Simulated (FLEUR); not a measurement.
The system is Ca.

```
CELL_PARAMETERS angstrom
0.00000 2.79420 2.79420
2.79420 0.00000 2.79420
2.79420 2.79420 0.00000
ATOMIC_POSITIONS crystal
Ca 0.00000 0.00000 0.00000
```

| Quantity | Value |
| --- | --- |
| Program | FLEUR MaX-R8.1 (later development tree) |
| Task | single point |
| Functional | PBE |
| Potentials or basis | all-electron |
| Basis | FLAPW |
| Kmax | 4.1 1/bohr |
| k mesh | 8 × 8 × 8 |
| Occupations | fermi-dirac, width 0.05 eV |
| Spin | no spin polarisation |
| Gmax | 12.7 1/bohr |
| Muffin-tin radii | Ca 2.66 bohr |
| lmax | Ca 11 |
| Local orbitals a species | Ca 5 |
| Max iterations | 60 |
| Mixing factor | 0.05 |
| Mixer | Anderson |
| Mixer history | 15 |
| Density convergence | 1e-05 me/bohr^3 |

On this cell: band gap on the k mesh none (metal or under the smearing width).

The same run follows on a disturbed copy (cell strained at random at fixed volume):

```xyz
1
Lattice="0.0226 2.8096 2.7448 2.7525 0.0396 2.7278 2.8498 2.8899 -0.0577" Properties=species:S:1:pos:R:3 pbc="T T T"
Ca    0.0059   -0.0050    0.0069
```

Question: What changes?

Answer: The energy (extrapolated to zero smearing) moves by +4.9 meV/atom; band gap on the k mesh none (metal or under the smearing width).
